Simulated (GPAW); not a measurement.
# A GW chain in GPAW: NaF (Villiaumite), part 2 of 2

How does a plane-wave GW calculation on NaF (Villiaumite) run from the first input to the gap?

GPAW 26.7.0; PBE and many-body steps on it, plane waves. Known limits of the many-body steps: not at the basis limit.

So far. Step 3 (Bands along the symmetry lines): The gap is 6.307 eV, as in the run before at this level. Step 4 (Empty states on the mesh, 6×6×6 mesh, 234 bands): On this mesh the gap is 6.307 eV.

**5. Screening and self-energy, 6×6×6 mesh, 104 bands, screening to 150 eV**

G0W0 replaces the xc potential by the self-energy, built once from these orbitals. Only a window of levels is corrected, while the sums run over the empty bands that the input names.

This step: G0W0 on PBE, plane waves, PAW.

run.py reads:

```python
import json
import numpy as np
from gpaw.mpi import world
from gpaw.response.g0w0 import G0W0

gw = G0W0('full.gpw',
    filename='gw',
    kpts=[0],
    bands=(5, 9),
    ecut=150,
    nbands=104,
    integrate_gamma='WS',
    ppa=True)
gw.calculate()
res = {mode: {k: v for k, v in r.items() if k != 'sigma_eskwn'}
       for mode, r in gw.all_results.items()}

if world.rank == 0:
    with open('result.json', 'w') as f:
        json.dump(res, f, default=lambda x: x.tolist())
```

Launch:

```sh
$ mpirun -n 4 gpaw python run.py
```

Numbers of over 12 decimals in the logs are rounded to 6 here.

Log:

```text
Using integrator: PointIntegrator
FrequencyGridDescriptor(from 0.000+0.000j to 0.000+27.211j eV, 2 points)
Nonperiodic BCs:  [False False False]
Using integrator: PointIntegrator
FrequencyGridDescriptor(from 0.000+0.000j to 0.000+27.211j eV, 2 points)
Nonperiodic BCs:  [False False False]
  ___  _ _ _
 |   || | | |
 | | || | | |
 |__ ||_____|
 |___|

BZ k-points: Symmetries present (total): 48

  [... matrices ...]
216 k-points: 6 x 6 x 6 Monkhorst-Pack grid + [1/12,1/12,1/12]
16 k-points in the irreducible part of the Brillouin zone
       k-points in crystal coordinates                weights
   0:     0.00000000    0.00000000    0.00000000          1/216
   1:     0.16666667    0.16666667    0.00000000          6/216
   2:     0.16666667    0.16666667    0.16666667          8/216
   3:     0.33333333    0.16666667    0.16666667         12/216
   4:     0.33333333    0.33333333   -0.33333333         12/216
   5:     0.33333333    0.33333333    0.00000000          6/216
   6:     0.33333333    0.33333333    0.16666667         24/216
   7:     0.33333333    0.33333333    0.33333333          8/216
   8:     0.50000000    0.33333333   -0.33333333         24/216
   9:     0.50000000    0.33333333   -0.16666667         12/216
          ...
  15:     0.50000000    0.50000000    0.50000000          4/216

Distributing spins, k-points and bands (1 x 1 x 4) over 4 processes
Number of blocks: 1

Quasi particle states:
k-points (IBZ indices): [0]
Band range: (5, 9)
  [... matrices ...]
Computational parameters:
Plane wave cut-off: 150 eV
Number of bands: 104
Coulomb cutoff: None
Broadening: 0.1 eV

fxc modes: GW
Kernel: RPA
Using Godby-Needs plasmon-pole approximation:
  Fitting energy: i*E0, E0 = 1.000 Hartree
Summing all q:

Calculating screened Coulomb potential
No Coulomb truncation
FrequencyGridDescriptor(from 0.000+0.000j to 0.000+27.211j eV, 2 points)
Removing empty qpoint cache files...

Calculating chi0 body with:
    Ground state adapter containing:
    Number of spins: 1
    Number of kpoints: 216
    Number of irreducible kpoints: 16
    Number of completely occupied states: 7
    Number of partially occupied states: 7
    Occupied states memory: 0.8544921875 M / cpu

    Linear response parametrization:
    q_c: [1.3877787807814457e-17, 1.3877787807814457e-17, 1.3877787807814457e-17]
    Number of frequency points: 2
    Planewave cutoff: 150.0
    Number of bands: 104
    Number of planewaves: 113
    Broadening (eta): 1e-06
    comm.size: 4
    kncomm.size: 4
    blockcomm.size: 1

    Memory estimate of potentially large arrays:
        chi0_wGG: 0.389679 M / cpu
Integrating chi0 body.

Symmetries of q_c:
    Direct symmetries (Uq -> q): 48
    Indirect symmetries (TUq -> q): 0
In total 48 allowed symmetries.

  [... matrices ...]
16 groups of equivalent kpoints. 92.592593% reduction.

Integral kind: response function
Integrating chi0 head and wings.

Symmetries of q_c:
    Direct symmetries (Uq -> q): 48
    Indirect symmetries (TUq -> q): 0
In total 48 allowed symmetries.

  [... matrices ...]
16 groups of equivalent kpoints. 92.592593% reduction.

Integral kind: response function wings

Calculating chi0 body with:
    Ground state adapter containing:
    Number of spins: 1
    Number of kpoints: 216
    Number of irreducible kpoints: 16
    Number of completely occupied states: 7
    Number of partially occupied states: 7
[... the further q-points ...]

Results:
f:      Occupation numbers
eps:     KS-eigenvalues [eV]
vxc:     KS vxc [eV]
exx:     Exact exchange [eV]
sigma:   Self-energies [eV]
dsigma:  Self-energy derivatives
Z:       Renormalization factors
qp:      QP-energies [eV]

k-point 0 (0): (0.000, 0.000, 0.000)                GW
band       f     eps     vxc     exx   sigma  dsigma       Z      qp
                                                                   GW
   5   1.000  -1.755 -23.616 -31.289   4.436  -0.225   0.816  -4.397
   6   1.000  -1.755 -23.616 -31.289   4.436  -0.225   0.816  -4.397
   7   0.000   4.552 -10.086  -5.862  -2.598  -0.106   0.904   6.022
   8   0.000  17.233  -7.089  -2.119  -3.103  -0.109   0.902  18.918
```

Wall time 40 s (4 MPI ranks of Arm Neoverse V2, shared host); peak memory 1.2 GiB; 2.7 min of CPU time.

This step gave:

```yaml
g0w0_gap_on_the_points_computed: 10.42 eV
least_direct_g0w0_gap_on_the_computed_points: 10.42 eV
z_at_the_valence_top: 0.8163
z_at_the_conduction_bottom: 0.9042
starting_gap_on_the_mesh: 6.307 eV
k_of_the_valence_top: 0, 0, 0
k_of_the_conduction_bottom: 0, 0, 0
```

The gap on the mesh goes from 6.31 eV to 10.42 eV, a correction of +4.11 eV.

Limits: finite bands, cutoff and mesh. v1 is the top filled band, c1 the lowest empty one. Levels before and after the correction, in eV, zero at the valence-band top of each column:

```csv
,conduction bottom,valence top
Kohn-Sham,6.31,0.00
G0W0,10.42,0.00
```

|  | level | energy (eV) |
| --- | --- | --- |
| Kohn-Sham | Γ v2-v1 | 0.000 |
| Kohn-Sham | Γ c1 | 6.307 |
| Kohn-Sham | Γ c2 | 18.988 |
| G0W0 | Γ v2-v1 | 0.000 |
| G0W0 | Γ c1 | 10.418 |
| G0W0 | Γ c2 | 23.314 |

**6. Where the time went**

Times are wall times on 4 MPI ranks of Arm Neoverse V2, shared host, good to a factor of about two.

```csv
step,time,share,memory (GiB)
ground state,4.4 s,8 %,0.6
bands along the symmetry lines,4.2 s,8 %,0.63
empty states on the mesh,6.3 s,11 %,0.87
screening and self-energy,40 s,73 %,1.2
```

**7. What came out**

| Item | Value |
| --- | --- |
| PBE gap | 6.31 eV, direct |
| G0W0 gap on the mesh | 10.42 eV |
| GW settings | 6×6×6 mesh, 104 bands, screening to 150 eV, Godby-Needs plasmon pole |
| known limits | not at the basis limit |

In words: G0W0 moves the gap on the mesh from 6.31 eV to 10.42 eV (+4.11 eV), with Z of 0.82 and 0.90 at the edges. Only 1 of the mesh's irreducible points was corrected, so a valley elsewhere could overtake. The dearest step here is «screening and self-energy». Bands and cutoff are finite, so the gap is not at the basis limit. The miss can reach some tenths of an eV and take either sign; the mesh is an error of its own. These stock PAW sets were not made for GW. In the G0W0 run levels were corrected at 1 k point alone, so a gap called «on the mesh» is the least over those, and an edge elsewhere would be missed.

[Paths, hosts, dates, memory and timing lines, banners, echoed tables and standing remarks are left out of the program output.]

[Logs are printed without paths, hosts, clocks, repeated set-up lines and the standing remarks that a program may print on its own settings, such as how far it seeks lower states.]

[Runs of the session that timed out or met a known fault of the program may be left out.]

[Hosts, paths, dates, database ids (printed as entryN), source tags and the programs' standing remarks are cut or masked in the printed files.]
